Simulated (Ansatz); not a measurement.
Cd: the change of energy above lowest point and pressure with volume per atom

Equation of state of a cubic crystal from periodic Kohn-Sham density functional theory without spin; pressure corrected for the finite basis. The results are calculated, by Ansatz 0.2.0 development build.

Cell of the first row (space group Fm-3m, No. 225):
```
CELL_PARAMETERS angstrom
0.00000 2.19060 2.19060
2.19060 0.00000 2.19060
2.19060 2.19060 0.00000
ATOMIC_POSITIONS crystal
Cd 0.00000 0.00000 0.00000
```

Settings of every row: formula Cd; structure type fcc; functional r2SCAN; spin treatment none; k mesh 13x13x13; occupation method fermi-dirac; occupation width 0.1 eV; wave cutoff 260 eV; datasets all-electron datasets; density cutoff ratio 7; dirac inner shells no; nucleus point.

Limits: a cubic model structure, not a phase known at ambient conditions.

```
row  volume per atom (Å³)  energy above lowest point (meV/atom)  pressure (GPa)
  1                21.023                                  4.05           1.911
  2                21.709                                     0           0.042
  3                22.394                                  3.16          -1.465
  4                23.079                                     ?               ?
  5                23.765                                 25.71          -3.646
```

Question: what energy above lowest point and pressure should row 4 give?

Worked fit of energy above lowest point. Take u = (V_r/V)^(2/3) − 1 with V_r = 22.051 Å³ an atom, which is twice the finite (Eulerian) strain; such expansions in the strain, on which the Birch-Murnaghan equation of state is built, carry the rest volume and the bulk modulus. The shown rows have u = 0.03234, 0.01048, -0.01024, -0.04868. Least squares give energy above lowest point = 0.799 − 144.73 × u + 7545.9 × u² meV/atom; a straight line predicts inner rows, each left out in turn, worse (root mean square 7.8 against 0.22 meV/atom). The rows lie off it by 0.04, -0.11, 0.09, -0.02 (root mean square 0.074 meV/atom). Its lowest point lies at u = 0.0096, or V = 21.74 Å³ an atom, and the curvature there gives the bulk modulus at fixed shape and fractions, B = (4/9)(1 + u)² E″(u)/V = 50.4 GPa. The withheld row has u = -0.02992, so the fit gives 0.799 − 144.73 × (-0.02992) + 7545.9 × (-0.02992)² = 11.88 meV/atom.

The calculation gave 12.11 meV/atom. The fit lies 0.23 meV/atom (1.9 % of the value, 0.89 % of the column's range) below it; its largest miss of a shown row is 0.11 meV/atom.

Worked fit of pressure. Take u = (V_r/V)^(2/3) − 1 with V_r = 22.051 Å³ an atom, which is twice the finite (Eulerian) strain; such expansions in the strain, on which the Birch-Murnaghan equation of state is built, carry the rest volume and the bulk modulus. The shown rows have u = 0.03234, 0.01048, -0.01024, -0.04868. Least squares give pressure = −0.7498 + 73.14 × u + 280.65 × u² GPa; a straight line predicts inner rows, each left out in turn, worse (root mean square 0.29 against 0.011 GPa). The rows lie off it by 0.002, -0.006, 0.004, -0.001 (root mean square 0.0038 GPa). The pressure vanishes at u = 0.0099, or V = 21.73 Å³ an atom, and there the bulk modulus at fixed shape and fractions is B = −V dP/dV = (2/3)(1 + u) dP/du = 53 GPa. The withheld row has u = -0.02992, so the fit gives −0.7498 + 73.14 × (-0.02992) + 280.65 × (-0.02992)² = -2.687 GPa.

The calculation gave -2.676 GPa. The fit lies 0.011 GPa (0.2 % of the column's range) below it; its largest miss of a shown row is 0.006 GPa.
